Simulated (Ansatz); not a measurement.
## Moving the fixed moment of the cell in Ni2Al3

```
Ni Al
1.0
     3.99420    0.00000    0.00000
    -1.99710    3.45907    0.00000
     0.00000    0.00000    4.88086
Ni Al
2 3
Direct
  0.66667 0.33333 0.85343
  0.33333 0.66667 0.14657
  0.66667 0.33333 0.35192
  0.33333 0.66667 0.64808
  0.00000 0.00000 0.00000
```

The cell comes from a database or a generator and needn't be the stable form of this composition.

Kept alike: task single point; functional PBEsol; k mesh 7 × 7 × 5; occupations fermi-dirac, width 0.05 eV. Program: Ansatz, Ansatz PAW, cutoff 420 eV. The mesh is that of the run's cell of 5 atoms. No spin-orbit coupling.

| fixed moment of cell, M (μB) | pressure (GPa) | largest site moment (μB) | free energy over the lowest row (meV/atom) |
| --- | --- | --- | --- |
| 0 | -0.03 | 0.00 | 0.00 |
| 0.5 | 0.16 | 0.13 | 16.91 |
| 1 | 0.75 | 0.26 | 60.84 |
| 1.5 | 1.65 | 0.39 | 137.27 |
| 2 | 2.83 | 0.51 | 240.02 |
| 2.5 | 4.48 | 0.62 | 368.08 |
| 3 | 6.50 | 0.74 | 515.02 |
| 4 | 11.47 | 0.97 | 859.65 |

Pressure is positive in compression, with a Pulay correction for the finite cutoff. For a metal such a mesh leaves the last digits unconverged. The runs hold the magnetic state that their start led to, which needn't be the lowest. Site moments count inside each atom's sphere or projector. All rows use potentials made for PBE.

Q: What does the fixed moment of the cell change here?

A: The pressure rises from -0.03 to 11.47 GPa between 0 and 4 μB. The largest site moment rises from 0.00 to 0.97 μB between 0 and 4 μB. The free energy rises from 0.00 to 859.65 meV/atom between 0 and 4 μB.
